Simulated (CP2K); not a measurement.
Runs of CP2K 2026.2 on Nb. The structure is cubic, space group Fm-3m (No. 225). The conventional cell has a = 4.230 Å, b = 4.230 Å, c = 4.230 Å, α = 90.00°, β = 90.00°, γ = 90.00°. Nb (site symmetry m-3m) is surrounded by 12 Nb at 2.99 Å. This isn't the form of Nb at room conditions, which is bcc.

```csv
task,level,potentials or basis,smearing,EPS_DEFAULT,potentials,CUTOFF of the grids,cutoff of the non-local correlation (Ry),points a segment of the path (NPOINTS),gap on the mesh (eV),pressure (GPa)
single point,vdW-DF-cx,POTENTIAL_UZH Nb GTH-PBE-q13; TZVP-MOLOPT-PBE-GTH basis,fermi-dirac 0.05 eV,1.0E-10,Nb GTH-PBE-q13 of POTENTIAL_UZH,675 Ry,300,-,none,(a)
band structure,M06-L,POTENTIAL_UZH Nb GTH-PBE-q13; TZVP-MOLOPT-PBE-GTH basis,fermi-dirac 0.05 eV,1.0E-10,Nb GTH-PBE-q13 of POTENTIAL_UZH,675 Ry,-,6,none,-1.0
single point,vdW-DF2,POTENTIAL_UZH Nb GTH-PBE-q13; TZVP-MOLOPT-PBE-GTH basis,fermi-dirac 0.05 eV,1.0E-10,Nb GTH-PBE-q13 of POTENTIAL_UZH,675 Ry,300,-,none,(b)
band structure,LDA,POTENTIAL_UZH Nb GTH-PBE-q13; TZVP-MOLOPT-PBE-GTH basis,fermi-dirac 0.05 eV,1.0E-10,Nb GTH-PBE-q13 of POTENTIAL_UZH,675 Ry,-,6,none,-9.1
band structure,PBEsol,POTENTIAL_UZH Nb GTH-PBE-q13; TZVP-MOLOPT-PBE-GTH basis,fermi-dirac 0.05 eV,1.0E-10,Nb GTH-PBE-q13 of POTENTIAL_UZH,675 Ry,-,6,none,-6.1
single point,OLYP,POTENTIAL_UZH Nb GTH-PBE-q13; TZVP-MOLOPT-PBE-GTH basis,fermi-dirac 0.05 eV,1.0E-10,Nb GTH-PBE-q13 of POTENTIAL_UZH,675 Ry,-,-,none,-3.9
```

Alike in all rows: no spin polarisation; cell as given; k mesh 11 × 11 × 11.

Task: Estimate the missing entries.

Result: (a) -5.5; (b) 8.8.

Caveats: the potentials were made for another functional, which shifts forces and pressure; the basis of atomic orbitals isn't converged, which shifts pressures, moduli and gaps.

A k mesh can miss the band edges, and the runs leave out spin-orbit coupling on Nb.

A gap of «none» marks a metal or a gap under the smearing width.

Runs at the PBE level aren't shown here.
